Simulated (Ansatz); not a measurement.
Clean, relaxed (111) surface of HfN, space group Fm-3m (No. 225) (top face towards +c; atoms held fixed, by place in the list: 1, 2, 3):

```xyz
6
Lattice="3.1831 0.0000 0.0000 -1.5915 2.7566 0.0000 0.0000 0.0000 23.4974" Properties=species:S:1:pos:R:3 pbc="T T T"
N     0.0000    1.8378    8.5000
Hf    1.5915    0.9189    9.7995
N     0.0000    0.0000   11.0990
Hf    0.0000    1.8378   12.4433
N     1.5915    0.9189   13.6978
Hf    0.0000    0.0000   14.9786
```

All numbers below come from DFT PBEsol, scalar-relativistic, plane waves, PAW in Ansatz 0.2.0. Cutoff 420 eV; k points 9×9×1 on the computed 6-atom cell (Γ-centred); Gaussian smearing, width 0.10 eV; no spin polarisation. A dipole correction removes the field between periodic images along c.

O (atom) is adsorbed on the top face, one adsorbate per 8.8 Å², and relaxed from 3 starting sites (fractions of a and b). The adsorption energy is E(slab + adsorbate) − E(slab) − E(free adsorbate, spin-polarised where open-shell). Heights count from the highest slab atom after relaxation. Δφ is the top face's. Δp counts per cell along +c. Bonded neighbours lie within 1.25 times the sum of covalent radii (1.35 for H) and, on that scale, within 12 % of the closest. With the adsorbate the cell is lengthened along c to keep the vacuum.

| start | ends at | E_ads (eV) | height (Å) | shortest contact | Δφ (eV) | Δp (e·Å) |
| --- | --- | --- | --- | --- | --- | --- |
| top (Hf) at (0.00, 0.00) | (0.00, 0.00), 1 bonded neighbour (Hf) | -5.44 | 1.76 | O–Hf 1.76 Å | +4.90 | -0.242 |
| hollow (Hf-Hf-Hf) at (0.33, 0.67) | (0.33, 0.67), 3 bonded neighbours (Hf) | -9.24 | 0.99 | O–Hf 2.08 Å | +0.02 | -0.004 |
| bridge (Hf-Hf) at (0.50, 0.00) | (0.33, 0.67), 3 bonded neighbours (Hf) | -9.24 | 0.99 | O–Hf 2.08 Å | +0.02 | -0.004 |

Among the sites tried, the lowest end comes from the hollow (Hf-Hf-Hf) at (0.33, 0.67) start; the bridge (Hf-Hf) at (0.50, 0.00) start ended within 0.02 eV of it, though not always at the same place; other sites may lie lower.

Each end is the local minimum or symmetric point that its start leads to. This ideal cut is polar: the work functions of its two faces differ by 3.8 eV. Real polar faces reconstruct or get covered, and then bind electron donors or acceptors far more weakly. The slab is only 6.5 Å thick, so the energies aren't converged with thickness.

Spin polarisation was left out, and a magnetic state may lie lower.